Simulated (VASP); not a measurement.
# TiC (Fm-3m) in VASP: settings compared

One crystal, TiC, is run at these levels: RPBE+D3, revPBE+D3(BJ), PBEsol; tasks: single point, relaxation of cell and atoms.

Everything below comes from runs of VASP 6.6.1. Logs are shortened: lines on timing, memory, paths and dates and some standing lists are left out, and cuts for length are marked.

## Step 1: The structure

Symmetry: Fm-3m, No. 225, cubic system. Conventional cell: a = 4.331 Å, b = 4.331 Å, c = 4.331 Å, α = 90.00°, β = 90.00°, γ = 90.00°. Around Ti (site symmetry m-3m) lie 6 C at 2.17 Å. C (site symmetry m-3m) has 6 Ti at 2.17 Å as nearest neighbours.

The cell is a database's computed one.

## Step 2: Single point, RPBE+D3

run.py reads:

```python
from ase.calculators.vasp import Vasp
from ase.dft.bandgap import bandgap
from ase.io import read

atoms = read('POSCAR')
calc = Vasp(
    directory='calc',
    xc='rpbe',
    pp='PBE',
    setups='minimal',
    pp_version='54',
    prec='Accurate',
    encut=500,
    ediff=0.0001,
    ismear=0,
    sigma=0.05,
    lreal='On',
    lasph=True,
    nelm=80,
    algo='Fast',
    isif=2,
    lwave=False,
    lcharg=False,
    ivdw=11,
    kpts=[11, 11, 11],
    gamma=True,
)
atoms.calc = calc

print('energy (eV):', atoms.get_potential_energy())
print('free energy (eV):', atoms.get_potential_energy(force_consistent=True))
print('forces (eV/A):')
print(atoms.get_forces())
print('stress (eV/A^3, Voigt):', atoms.get_stress())
print('Fermi level (eV):', calc.get_fermi_level())
gap, top, bottom = bandgap(calc)
print('band gap (eV):', gap, 'from (spin, k, band)', top, 'to', bottom)
```

POSCAR reads:

```
TiC
1.0
    0.0000000000      2.1657188437      2.1657188437
    2.1657188437      0.0000000000      2.1657188437
    2.1657188437      2.1657188437      0.0000000000
Ti C
1 1
Direct
    0.0000000000      0.0000000000      0.0000000000
    0.5000000000      0.5000000000      0.5000000000
```

Potentials or basis: VASP PAW PBE potentials, release 54 (Ti, C).

Run with:

```sh
$ python run.py
```

Output:

```text
energy (eV): -18.525298689999996
free energy (eV): -18.52566631
forces (eV/A):
[[-0.  0. -0.]
 [ 0. -0.  0.]]
stress (eV/A^3, Voigt): [-0.05134957 -0.05134957 -0.05134957  0.          0.         -0.        ]
Fermi level (eV): 5.22220554
band gap (eV): 0.0 from (spin, k, band) (None, None, None) to (None, None, None)
```

OUTCAR:

```text
ENCUT = 500.000000
   EDIFF = 1.00e-04
   GGA = RP
   PREC = Accurate
   ISIF = 2
   ISMEAR = 0
   NELM = 80
   IVDW = 11
   LASPH = .TRUE.
   LREAL = On
 IVDW          = 11

 ion  position               nearest neighbor table
   1  0.000  0.000  0.000-   2 2.17   2 2.17   2 2.17   2 2.17   2 2.17   2 2.17
   2  0.500  0.500  0.500-   1 2.17   1 2.17   1 2.17   1 2.17   1 2.17   1 2.17

  LATTYP: Found a face centered cubic cell.
 ALAT       =     4.3314376874

  Lattice vectors:

 A1 = (   0.0000000000,   2.1657188437,   2.1657188437)
 A2 = (   2.1657188437,   0.0000000000,   2.1657188437)
 A3 = (   2.1657188437,   2.1657188437,   0.0000000000)

Analysis of symmetry for initial positions (statically):
=====================================================================
 Subroutine PRICEL returns:
 Original cell was already a primitive cell.

 Routine SETGRP: Setting up the symmetry group for a
 face centered cubic supercell.

 Subroutine GETGRP returns: Found 48 space group operations
 (whereof 48 operations were pure point group operations)
 out of a pool of 48 trial point group operations.

The static configuration has the point symmetry O_h .

Analysis of symmetry for dynamics (positions and initial velocities):
=====================================================================
 Subroutine PRICEL returns:
 Original cell was already a primitive cell.

 Routine SETGRP: Setting up the symmetry group for a
 face centered cubic supercell.

 Subroutine GETGRP returns: Found 48 space group operations
 (whereof 48 operations were pure point group operations)
 out of a pool of 48 trial point group operations.

The dynamic configuration has the point symmetry O_h .

 Subroutine INISYM returns: Found 48 space group operations
 (whereof 48 operations are pure point group operations),
 and found     1 'primitive' translations
[... 132 lines left out ...]
   NGX = 11   NGY = 11   NGZ = 11

 number of electron       8.0000000 magnetization

 Free energy of the ion-electron system (eV)
  ---------------------------------------------------
  ext. energy  EPLUGINS =         0.00000000
  ---------------------------------------------------
  free energy    TOTEN  =       -17.63037470 eV

  energy without entropy =      -17.62963946  energy(sigma->0) =      -17.63000708

 E-fermi :   5.2222     XC(G=0): -12.3416

 val. band max:        5.2071856173   @ k =   0.0909   0.0000   0.0000
 cond. band min:       5.2460261651   @ k =   0.4545   0.3636   0.0000
 fundamental gap:      0.0388405478
 Fermi energy:         5.2222055368

 k-point     1 :       0.0000    0.0000    0.0000
  band No.  band energies     occupation
      1      -8.3856      2.00000
      2       6.1361      0.00000
      3       6.1361      0.00000
      4       6.1361      0.00000
      5       6.7642      0.00000
      6       6.7642      0.00000
      7       6.7642      0.00000
      8       6.9128      0.00000
[... 243 lines left out ...]
 k-point    24 :      -0.1818    0.1818    0.0000
  band No.  band energies     occupation
      1      -6.5644      2.00000
      2       2.0029      2.00000
      3       3.2162      2.00000
      4       3.5075      2.00000
      5       6.8210      0.00000
      6       7.6214      0.00000
      7       8.4571      0.00000
      8       8.9331      0.00000

 [... further k-points ...]

------------------------ aborting loop because EDIFF is reached ----------------------------------------

 Edisp (eV)   -0.89529

 E8    (eV) :    -0.2343

  FORCE on cell =-STRESS in cart. coord.  units (eV):
  Direction    XX          YY          ZZ          XY          YZ          ZX
  --------------------------------------------------------------------------------------
  -------------------------------------------------------------------------------------
  Total       1.04321     1.04321     1.04321     0.00000     0.00000    -0.00000
  in kB      82.27108    82.27108    82.27108     0.00000     0.00000    -0.00000
  external pressure =       82.27 kB  Pullay stress =        0.00 kB

 VOLUME and BASIS-vectors are now :
 -----------------------------------------------------------------------------
  energy-cutoff  :      500.00
  volume of cell :       20.32
      direct lattice vectors                 reciprocal lattice vectors
     0.000000000  2.165718844  2.165718844    -0.230870227  0.230870227  0.230870227
     2.165718844  0.000000000  2.165718844     0.230870227 -0.230870227  0.230870227
     2.165718844  2.165718844  0.000000000     0.230870227  0.230870227 -0.230870227

 POSITION                                       TOTAL-FORCE (eV/Angst)
 -----------------------------------------------------------------------------------
      0.00000      0.00000      0.00000        -0.000000      0.000000     -0.000000
      2.16572      2.16572      2.16572         0.000000     -0.000000      0.000000
 -----------------------------------------------------------------------------------
    total drift:                               -0.000000     -0.000000      0.000000

  FREE ENERGIE OF THE ION-ELECTRON SYSTEM (eV)
  ---------------------------------------------------
  free  energy   TOTEN  =       -18.5256663067 eV

  energy  without entropy=      -18.5249310746  energy(sigma->0) =      -18.52529869
```

INCAR:

```text
ENCUT = 500.000000
SIGMA = 0.050000
EDIFF = 1.00e-04
ALGO = Fast
GGA = RP
PREC = Accurate
ISIF = 2
ISMEAR = 0
NELM = 80
IVDW = 11
LASPH = .TRUE.
LCHARG = .FALSE.
LWAVE = .FALSE.
LREAL = On
```

Run time: 10 s. Hardware: 1 thread of AMD EPYC 9R45 (Zen 5), shared host; peak memory 0.12 GiB.

The run converged, but some of its settings lie outside the range that counts as converged (typed here: LREAL = On; EDIFF = 0.0001), so its numbers aren't taken as properties of the crystal.

Results:

| Quantity | Value |
| --- | --- |
| Free energy | -18.5257 eV |
| Pressure | 8.2 GPa |
| Band gap on the k mesh | none (metal or under the smearing width) |
| Dispersion energy per atom | -0.448 eV |

Caveat: the PAW data sets were made with another functional, which shifts forces and pressure a little; pairwise dispersion overbinds metals, which lowers pressure and volume.

## Step 3: Relaxation of cell and atoms, revPBE+D3(BJ)

run.py reads:

```python
from ase.calculators.vasp import Vasp
from ase.filters import FrechetCellFilter
from ase.io import read
from ase.optimize import BFGS

atoms = read('TiC.xyz')
calc = Vasp(
    directory='calc',
    xc='revpbe',
    pp='PBE',
    setups='materialsproject',
    prec='Accurate',
    encut=600,
    ediff=1e-07,
    ismear=-5,
    sigma=0.05,
    lreal=False,
    lasph=True,
    nelm=100,
    algo='Fast',
    isif=2,
    lwave=False,
    lcharg=False,
    ivdw=12,
    kpts=[11, 11, 11],
    gamma=True,
)
atoms.calc = calc
opt = BFGS(FrechetCellFilter(atoms), trajectory='relax.traj')
converged = opt.run(fmax=0.01, steps=40)
print('converged:', converged)

print('energy (eV):', atoms.get_potential_energy())
print('free energy (eV):', atoms.get_potential_energy(force_consistent=True))
print('forces (eV/A):')
print(atoms.get_forces())
print('stress (eV/A^3, Voigt):', atoms.get_stress())
print('Fermi level (eV):', calc.get_fermi_level())
print('cell (A, degrees):', atoms.cell.cellpar())
print('volume (A^3):', atoms.get_volume())
print('scaled positions:')
print(atoms.get_scaled_positions())
```

TiC.xyz reads:

```xyz
2
Lattice="0.0000000000 2.1657188437 2.1657188437 2.1657188437 0.0000000000 2.1657188437 2.1657188437 2.1657188437 0.0000000000" Properties=species:S:1:pos:R:3 pbc="T T T"
Ti     0.0000000000      0.0000000000      0.0000000000
C      2.1657188437      2.1657188437      2.1657188437
```

Potentials or basis: VASP PAW PBE potentials, release 64 (Ti_pv, C).

Run with:

```sh
$ python run.py
```

Output:

```text
Step     Time          Energy          fmax
BFGS:    0      -19.612738        0.640796
BFGS:    1      -19.627072        0.428608
BFGS:    2      -19.637835        0.017198
BFGS:    3      -19.637888        0.000525
converged: True
energy (eV): -19.63788819
free energy (eV): -19.63788819
forces (eV/A):
[[-0. -0.  0.]
 [ 0.  0. -0.]]
stress (eV/A^3, Voigt): [ 5.38343644e-05  5.38343644e-05  5.38343644e-05 -0.00000000e+00
 -0.00000000e+00  0.00000000e+00]
Fermi level (eV): 7.85042112
cell (A, degrees): [ 3.02182189  3.02182189  3.02182189 60.         60.         60.        ]
volume (A^3): 19.511541877275445
scaled positions:
[[0.  0.  0. ]
 [0.5 0.5 0.5]]
```

OUTCAR:

```text
ENCUT = 600.000000
   EDIFF = 1.00e-07
   GGA = RE
   PREC = Accurate
   ISIF = 2
   ISMEAR = -5
   NELM = 100
   IVDW = 12
   LASPH = .TRUE.
   LREAL = .FALSE.
 IVDW          = 12

 ion  position               nearest neighbor table
   1  0.000  0.000  0.000-   2 2.14   2 2.14   2 2.14   2 2.14   2 2.14   2 2.14
   2  0.500  0.500  0.500-   1 2.14   1 2.14   1 2.14   1 2.14   1 2.14   1 2.14

  LATTYP: Found a face centered cubic cell.
 ALAT       =     4.2735014984

  Lattice vectors:

 A1 = (   0.0000000000,   2.1367507492,   2.1367507492)
 A2 = (   2.1367507492,   0.0000000000,   2.1367507492)
 A3 = (   2.1367507492,   2.1367507492,   0.0000000000)

Analysis of symmetry for initial positions (statically):
=====================================================================
 Subroutine PRICEL returns:
 Original cell was already a primitive cell.

 Routine SETGRP: Setting up the symmetry group for a
 face centered cubic supercell.

 Subroutine GETGRP returns: Found 48 space group operations
 (whereof 48 operations were pure point group operations)
 out of a pool of 48 trial point group operations.

The static configuration has the point symmetry O_h .

Analysis of symmetry for dynamics (positions and initial velocities):
[... 180 lines left out ...]
      9       9.5655      0.00000
     10       9.5655      0.00000
     11       9.5870      0.00000
[... 309 lines left out ...]
 k-point    24 :      -0.1818    0.1818    0.0000
  band No.  band energies     occupation
      1     -25.0583      2.00000
      2     -24.8670      2.00000
      3     -24.7661      2.00000
      4      -3.0345      2.00000
      5       4.4516      2.00000
      6       5.5313      2.00000
      7       5.7884      2.00000
      8       9.4160      0.00000
      9      10.5906      0.00000
     10      11.5470      0.00000
     11      12.4124      0.00000

 [... further k-points ...]

------------------------ aborting loop because EDIFF is reached ----------------------------------------

 Edisp (eV)   -1.77862

 E8    (eV) :    -1.2314

  FORCE on cell =-STRESS in cart. coord.  units (eV):
  Direction    XX          YY          ZZ          XY          YZ          ZX
  --------------------------------------------------------------------------------------
  -------------------------------------------------------------------------------------
  Total      -0.00105    -0.00105    -0.00105     0.00000     0.00000     0.00000
  in kB      -0.08625    -0.08625    -0.08625     0.00000     0.00000     0.00000
  external pressure =       -0.09 kB  Pullay stress =        0.00 kB

 VOLUME and BASIS-vectors are now :
 -----------------------------------------------------------------------------
  energy-cutoff  :      600.00
  volume of cell :       19.51
      direct lattice vectors                 reciprocal lattice vectors
     0.000000000  2.136750749  2.136750749    -0.234000152  0.234000152  0.234000152
     2.136750749  0.000000000  2.136750749     0.234000152 -0.234000152  0.234000152
     2.136750749  2.136750749  0.000000000     0.234000152  0.234000152 -0.234000152

 POSITION                                       TOTAL-FORCE (eV/Angst)
 -----------------------------------------------------------------------------------
      0.00000      0.00000      0.00000        -0.000000     -0.000000      0.000000
      2.13675      2.13675      2.13675         0.000000      0.000000     -0.000000
 -----------------------------------------------------------------------------------
    total drift:                                0.000000     -0.000000     -0.000000

  FREE ENERGIE OF THE ION-ELECTRON SYSTEM (eV)
  ---------------------------------------------------
  free  energy   TOTEN  =       -19.6378881913 eV

  energy  without entropy=      -19.6378881913  energy(sigma->0) =      -19.63788819
```

INCAR:

```text
ENCUT = 600.000000
SIGMA = 0.050000
EDIFF = 1.00e-07
ALGO = Fast
GGA = RE
PREC = Accurate
ISIF = 2
ISMEAR = -5
NELM = 100
IVDW = 12
LASPH = .TRUE.
LCHARG = .FALSE.
LWAVE = .FALSE.
LREAL = .FALSE.
```

It took 50 s on 1 thread of AMD EPYC 9R45 (Zen 5), shared host; peak memory 0.13 GiB.

What came out:

* Free energy: -19.6379 eV
* Relaxed volume: 9.76 Å³/atom
* Relaxed cell: a = 3.022 Å, b = 3.022 Å, c = 3.022 Å, α = 60.00°, β = 60.00°, γ = 60.00°
* Space group after relaxing (to 0.05 Å): Fm-3m (No. 225)
* Energy gained by relaxing: 12.6 meV/atom
* Ionic steps: 4
* Pressure after relaxing: 0.0 GPa
* Band gap on the k mesh: none (metal or under the smearing width)
* Dispersion energy per atom: -0.889 eV

Step by step:
```
step  energy change (eV)  largest force (eV/Å)  pressure (GPa)  volume (Å³)
   1              0.0000                0.0000          -10.11        20.32
   2             -0.0143                0.0000           -6.85        20.04
   3             -0.0251                0.0000            0.28        19.49
   4             -0.0252                0.0000           -0.01        19.51
```

Final structure:
```
Ti C
1.0
     0.00000    2.13675    2.13675
     2.13675    0.00000    2.13675
     2.13675    2.13675    0.00000
Ti C
1 1
Direct
  0.00000 0.00000 0.00000
  0.50000 0.50000 0.50000
```

Levels at points of the mesh, in eV from the Fermi level:
```csv
k point,band 4,band 5,band 6,band 7,band 8,band 9,band 10,band 11
"(0.00, 0.00, 0.00)",-12.70,0.66,0.66,0.66,1.72,1.72,1.72,1.74
```

Caveat: the PAW data sets were made with another functional, which shifts forces and pressure a little; pairwise dispersion overbinds metals, which lowers pressure and volume; tetrahedron occupations give inexact forces and stress in metals.

(Continued in part 2 of 2.)
